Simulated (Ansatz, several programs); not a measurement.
SnGe₅, ordered on the diamond lattice (P3m1) with 6 atoms a cell, relaxed with r2SCAN in Ansatz (plane waves, PAW): the symmetry is P3m1 (No. 156, trigonal); conventional cell a = 4.139 Å, c = 10.073 Å, 24.91 Å³ an atom. Ge is surrounded by 3 Ge at 2.51 Å and 1 Sn at 2.65 Å; Ge is surrounded by 4 Ge at 2.46–2.51 Å; Ge is surrounded by 1 Ge at 2.45 Å and 3 Sn at 2.58 Å; Ge is surrounded by 4 Ge at 2.45–2.51 Å; Sn is surrounded by 4 Ge at 2.58–2.65 Å. The cell was then scaled with its shape and fractional coordinates held, which makes it stiffer than a relaxed compression. The calculation is spin-unpolarised, and the structure need not be a phase that has been made.

| V (Å³/atom) | E (meV/atom) |
| --- | --- |
| 23.415 | 19.89 |
| 24.163 | 4.68 |
| 24.910 | 0.00 |
| 26.404 | 16.00 |

(1) Pass a cubic E = c₀ + c₁u + c₂u² + c₃u³, with u = V − 24.723 Å³, through these points.

(2) Where is the minimum, and what bulk modulus follows?

(3) Predict the energy and the pressure at the withheld volume, 25.657 Å³.

Answers

(1) c₀ = 0.27, c₁ = -2.990, c₂ = 8.378, c₃ = -0.6143 (meV and Å³).

(2) dE/du = 0 at u = +0.182, so V₀ = 24.91 Å³. B = V₀ d²E/dV² = 24.91 × (2c₂ + 6c₃u) = 24.91 × 16.085 = 401 meV/Å³, and 1 meV/Å³ is 0.16022 GPa: 64 GPa. A third-order Birch-Murnaghan fit to all five points gives 24.91 Å³ and 64 GPa.

(3) With u = +0.934: E ≈ 4.29 meV and P = −dE/dV ≈ -1.77 GPa. The run gives 4.24 meV and, from its stress, -1.76 GPa.
